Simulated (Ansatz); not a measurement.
A run of Ansatz 0.2.0 is set up as follows.

The input input.yaml:

```yaml
crystal:
  lattice:
    - [-5.37331, 5.37331, 1.616233]
    - [5.37331, -5.37331, 1.616233]
    - [5.37331, 5.37331, -1.616233]
  atoms:
    - { symbol: Sn, position: [0.3510765, 0.8310675, 0.182144] }
    - { symbol: Sn, position: [0.8310675, 0.6489235, 0.479991] }
    - { symbol: Sn, position: [0.1689325, 0.3510765, 0.520009] }
    - { symbol: Sn, position: [0.6489235, 0.1689325, 0.817856] }
    - { symbol: O, position: [0.2056015, 0.1549285, 0.36053] }
    - { symbol: O, position: [0.8450715, 0.2056015, 0.050673] }
    - { symbol: O, position: [0.7943985, 0.8450715, 0.63947] }
    - { symbol: O, position: [0.1549285, 0.7943985, 0.949327] }
    - { symbol: O, position: [0.1610445, 0.5429605, 0.704005] }
    - { symbol: O, position: [0.5429605, 0.8389555, 0.381916] }
    - { symbol: O, position: [0.4570395, 0.1610445, 0.618084] }
    - { symbol: O, position: [0.8389555, 0.4570395, 0.295995] }
hamiltonian:
  xc: pbesol
  pseudopotentials: { kind: paw }
kpoints:
  mp_grid: { grid: [9, 9, 9] }
  band_path:
    path:
      - [[0.0, 0.0, 0.0], [0.0, 0.0, 0.5], [-0.5, 0.5, 0.5], [0.0, 0.0, 0.0], [0.2726185185, 0.2726185185, -0.2726185185], [0.25, 0.25, 0.25], [0.0, 0.5, 0.0], [-0.2726185185, 0.7273814815, 0.2726185185], [-0.5, 0.5, 0.5]]
      - [[0.0, 0.0, 0.5], [0.25, 0.25, 0.25]]
    npoints: 10
scf:
  occupations: { method: fermi_dirac, width: 0.05 }
  n_extra_bands: 30
output:
  forces: true
  stress: true
  eigenvalues: true
  fatbands: false
```

Potentials or basis: Ansatz PAW.

The run is started by

```console
$ ansatz run input.yaml --threads 4 --pin off --max-ram 11264MiB --backend cpu --events-out ev --progress --plain --runs-dir out
```

(1) Predict the pressure.

(2) Estimate the band gap on the k mesh.

(3) Predict the band gap along the path.

## Answers

(1) -4.6 GPa.

(2) 1.71 eV, indirect (least direct gap 1.81 eV).

(3) 1.71 eV, indirect (least direct gap 1.81 eV).

Caveat: the pressure holds a Pulay correction of +0.7 GPa for the finite cutoff; spin-orbit coupling is left out, which moves the levels of the heavy elements; the PAW data sets come from PBE, with cores solved anew for the run's functional, which leaves a small shift of forces and pressure.
